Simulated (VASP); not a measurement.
Runs of VASP 6.6.1 on Sr. All rows change the cell; the cell of one of them follows. It takes space group P6_3/mmc (No. 194, hexagonal). The conventional cell has a = 4.515 Å, b = 4.515 Å, c = 7.280 Å, α = 90.00°, β = 90.00°, γ = 120.00°. Sr (site symmetry -6m2) is surrounded by 6 Sr at 4.48 Å. This isn't the form of Sr at room conditions, which is fcc.

```csv
task,potentials or basis,cell,k mesh,cutoff (eV),gap on the mesh (eV),pressure (GPa)
single point,"VASP PAW PBE potentials, release 64 (Sr_sv)",strained and moved within the space group,12 × 12 × 6,520,none,(a)
single point,"VASP PAW PBE potentials, release 64 (Y_sv)","Sr -> Y on all its sites, cell and atoms relaxed",6 × 6 × 4,520,none,0.0
single point,"VASP PAW PBE potentials, release 64 (Ba_sv)","Sr replaced by Ba, lengths x 1.062, strained and moved within the space group",12 × 12 × 6,520,none,-0.2
relaxation of cell and atoms,"VASP PAW PBE potentials, release 64 (Y_sv)","relaxed from: Sr -> Y on all its sites, in the parent's cell",6 × 6 × 4,600,none,-0.2
```

Alike in all rows: level PBE; no spin polarisation; smearing gaussian 0.1 eV.

Task: Fill in the values left out.

Result: (a) -1.4.

A k mesh can miss the band edges, and the runs leave out spin-orbit coupling on Sr.

A gap of «none» marks a metal or a gap under the smearing width.

The runs don't all hold the same shells in valence.
